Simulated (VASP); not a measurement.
# TiN (Fm-3m) in VASP: notebook, part 2 of 2

VASP 6.6.1.

**4. Optical spectrum, PBE**

Input file INCAR:

```
SYSTEM = TiN
PREC = Accurate
ENCUT = 520
EDIFF = 1E-6
ISMEAR = -1
SIGMA = 0.05
LREAL = .False.
LASPH = .True.
NELM = 100
ALGO = Fast
ISIF = 2
LWAVE = .False.
LCHARG = .False.
GGA = PE
LOPTICS = .True.
NBANDS = 32
NEDOS = 1000
CSHIFT = 0.1
```

Input file KPOINTS:

```
Automatic mesh
0
Gamma
  28 28 28
  0 0 0
```

Input file POSCAR:

```
TiN
1.0
    0.0000000000      2.1200000000      2.1200000000
    2.1200000000      0.0000000000      2.1200000000
    2.1200000000      2.1200000000      0.0000000000
Ti N
1 1
Direct
    0.0000000000      0.0000000000      0.0000000000
    0.5000000000      0.5000000000      0.5000000000
```

Potentials or basis: VASP PAW PBE potentials, release 64 (Ti_sv, N).

Started as:

```console
$ cat potpaw_PBE.64/Ti_sv/POTCAR potpaw_PBE.64/N/POTCAR > POTCAR
$ mpirun -np 1 vasp_std > vasp.out
```

OUTCAR:

```text
SYSTEM = TiN
   PREC = Accurate
   ENCUT = 520
   EDIFF = 1E-6
   ISMEAR = -1
   LREAL = .False.
   LASPH = .True.
   NELM = 100
   ISIF = 2
   GGA = PE

 ion  position               nearest neighbor table
   1  0.000  0.000  0.000-   2 2.12   2 2.12   2 2.12   2 2.12   2 2.12   2 2.12
   2  0.500  0.500  0.500-   1 2.12   1 2.12   1 2.12   1 2.12   1 2.12   1 2.12
[... 896 lines left out ...]
     4.05127     8.36098     8.36098     8.36098     0.00000    -0.00000     0.00000
     5.40169     5.45452     5.45452     5.45452     0.00000     0.00000    -0.00000
     6.75212     0.28367     0.28367     0.28367    -0.00000    -0.00000     0.00000
[... 92 lines left out ...]
   132.34148     0.95022     0.95022     0.95022     0.00000     0.00000    -0.00000
   133.69190     0.95129     0.95129     0.95129     0.00000     0.00000    -0.00000

  frequency dependent IMAGINARY DIELECTRIC FUNCTION (independent particle, no local field effects) current-current
     E(ev)      X         Y         Z        XY        YZ        ZX
  --------------------------------------------------------------------------------------------------------------
     0.00000    65.08745    65.08745    65.08745    -0.00000     0.00000     0.00000
     1.35042     2.90058     2.90058     2.90058     0.00000     0.00000     0.00000
     2.70085     2.62725     2.62725     2.62725    -0.00000     0.00000     0.00000
     4.05127     6.12298     6.12298     6.12298    -0.00000    -0.00000    -0.00000
     5.40169     9.97999     9.97999     9.97999     0.00000    -0.00000     0.00000
     6.75212     8.81702     8.81702     8.81702    -0.00000    -0.00000    -0.00000
[... 92 lines left out ...]
   132.34148     0.00000     0.00000     0.00000    -0.00000     0.00000    -0.00000
   133.69190     0.00000     0.00000     0.00000    -0.00000     0.00000    -0.00000

  frequency dependent      REAL DIELECTRIC FUNCTION (independent particle, no local field effects) current-current
     E(ev)        X           Y           Z          XY          YZ          ZX
  --------------------------------------------------------------------------------------------------------------
     0.00000     6.29796     6.29796     6.29796    -0.00000    -0.00000    -0.00000
     1.35042     4.95259     4.95259     4.95259     0.00000    -0.00000     0.00000
     2.70085     9.58390     9.58390     9.58390     0.00000    -0.00000     0.00000
     4.05127     8.07570     8.07570     8.07570    -0.00000    -0.00000     0.00000
     5.40169     5.09143     5.09143     5.09143     0.00000     0.00000     0.00000
     6.75212     0.02317     0.02317     0.02317     0.00000    -0.00000     0.00000
[... 92 lines left out ...]
   132.34148     0.95024     0.95024     0.95024    -0.00000    -0.00000    -0.00000
   133.69190     0.95131     0.95131     0.95131    -0.00000    -0.00000    -0.00000
```

OSZICAR:

```text
N       E                     dE             d eps       ncg     rms          rms(c)
DAV:   1     0.146188100655E+03    0.14619E+03   -0.60711E+03 41200   0.630E+02
DAV:   2    -0.155523604044E+02   -0.16174E+03   -0.14850E+03 42832   0.221E+02
DAV:   3    -0.247216580999E+02   -0.91693E+01   -0.90418E+01 48048   0.518E+01
DAV:   4    -0.248087391715E+02   -0.87081E-01   -0.87057E-01 43952   0.510E+00
DAV:   5    -0.248090375612E+02   -0.29839E-03   -0.29839E-03 47376   0.286E-01    0.182E+01
RMM:   6    -0.201033269403E+02    0.47057E+01   -0.11492E+00 55226   0.587E+00    0.724E+00
RMM:   7    -0.196870253320E+02    0.41630E+00   -0.64196E-02 55255   0.118E+00    0.443E+00
RMM:   8    -0.197689018160E+02   -0.81876E-01   -0.79248E-02 60801   0.157E+00    0.333E+00
RMM:   9    -0.196386827032E+02    0.13022E+00   -0.20646E-02 57355   0.870E-01    0.409E-01
RMM:  10    -0.196396436408E+02   -0.96094E-03   -0.57355E-03 60726   0.462E-01    0.129E-01
RMM:  11    -0.196394889035E+02    0.15474E-03   -0.74918E-04 61655   0.170E-01    0.755E-02
RMM:  12    -0.196395076128E+02   -0.18709E-04   -0.10711E-04 63419   0.628E-02    0.268E-02
RMM:  13    -0.196395051536E+02    0.24592E-05   -0.27300E-05 62434   0.303E-02    0.676E-03
RMM:  14    -0.196395050248E+02    0.12880E-06   -0.36523E-06 54941   0.106E-02
   1 F= -.19639505E+02 E0= -.19635989E+02  d E =-.703254E-02
 imaginary and real dielectric function
```

stdout:

```text
POSCAR found type information on POSCAR TiN
 POSCAR found :  2 types and       2 ions
 scaLAPACK will be used
 LDA part: xc-table for (Slater+PW92), standard interpolation
 POSCAR, INCAR and KPOINTS ok, starting setup
 FFT: planning ... GRIDC
 FFT: planning ... GRID_SOFT
 FFT: planning ... GRID
 WAVECAR not read
 entering main loop
WARNING in EDDRMM: call to ZHEGV failed, returncode =   6  3     22
WARNING in EDDRMM: call to ZHEGV failed, returncode =   8  4     32
WARNING in EDDRMM: call to ZHEGV failed, returncode =   8  4     20
WARNING in EDDRMM: call to ZHEGV failed, returncode =   8  4     18
WARNING in EDDRMM: call to ZHEGV failed, returncode =   6  3     21
WARNING in EDDRMM: call to ZHEGV failed, returncode =   8  4     23
 optical routines
 imaginary and real dielectric function
 recalculating local potential from charge density
 direction            1
 direction            2
 direction            3
```

Run time: 3.5 min. Hardware: 1 thread of Intel Xeon Platinum 8488C (Sapphire Rapids), shared host; peak memory 0.7 GiB.

Results:

| Property | Result |
| --- | --- |
| Free energy | -19.6395 eV |
| Pressure | 1.9 GPa |
| Band gap on the k mesh | none (metal or under the smearing width) |

Dielectric function (mean over the directions given):
| energy (eV) | real part | imaginary part |
| --- | --- | --- |
| 0.27 | 25.67 | 37.42 |
| 0.68 | 4.87 | 15.58 |
| 1.22 | 4.63 | 3.75 |
| 1.76 | 7.11 | 1.59 |
| 2.16 | 8.33 | 1.97 |
| 2.70 | 9.74 | 2.62 |
| 3.24 | 9.72 | 5.26 |
| 3.78 | 8.39 | 6.52 |
| 4.19 | 8.31 | 6.57 |
| 4.73 | 8.92 | 8.37 |
| 5.27 | 6.06 | 10.40 |
| 5.81 | 4.44 | 10.48 |
| 6.21 | 3.50 | 9.92 |
| 6.75 | 0.28 | 8.85 |
| 7.29 | 0.61 | 7.68 |
| 7.83 | -0.66 | 8.13 |
| 8.24 | -0.49 | 7.17 |
| 8.78 | -1.54 | 6.51 |
| 9.32 | -1.73 | 4.39 |
| 9.86 | -2.70 | 3.65 |
| 10.26 | -2.31 | 2.53 |
| 10.80 | -1.65 | 1.38 |
| 11.34 | -0.60 | 0.82 |
| 11.88 | 0.38 | 1.01 |
| 12.29 | 0.70 | 1.49 |
| 12.83 | 0.74 | 2.09 |
| 13.37 | 0.53 | 2.17 |
| 13.91 | 0.09 | 2.28 |
| 14.31 | -0.03 | 1.77 |
| 14.85 | 0.06 | 1.35 |
| 15.39 | 0.34 | 1.07 |
| 15.94 | 0.72 | 0.95 |
| 16.34 | 1.22 | 1.05 |
| 16.88 | 1.55 | 2.00 |
| 17.42 | 0.61 | 2.82 |
| 17.96 | -0.02 | 1.77 |
| 18.37 | 0.22 | 1.68 |
| 18.91 | 0.17 | 1.97 |
| 19.45 | -0.14 | 1.74 |
| 19.99 | -0.15 | 1.31 |

Caveat: independent-particle spectra lack excitons; the intraband (Drude) part of a metal's response may be missing.

**5. Summary**

```csv
k mesh,gap on the mesh (eV),pressure (GPa)
12 × 12 × 12,none,1.8
20 × 20 × 20,none,1.8
28 × 28 × 28,none,1.9
```

Alike in all rows: task optical spectrum; level PBE; potentials or basis VASP PAW PBE potentials, release 64 (Ti_sv, N); no spin polarisation; cell as given; cutoff (eV) 520; smearing fermi-dirac 0.05 eV.

Every run on the cell as given and a fine mesh finds a metal.

Caveats: independent-particle spectra lack excitons; the intraband (Drude) part of a metal's response may be missing; spectra need much finer meshes, so this one isn't converged (some runs).

Total energies depend on the potentials used, so only differences within one code and one set of settings carry meaning.
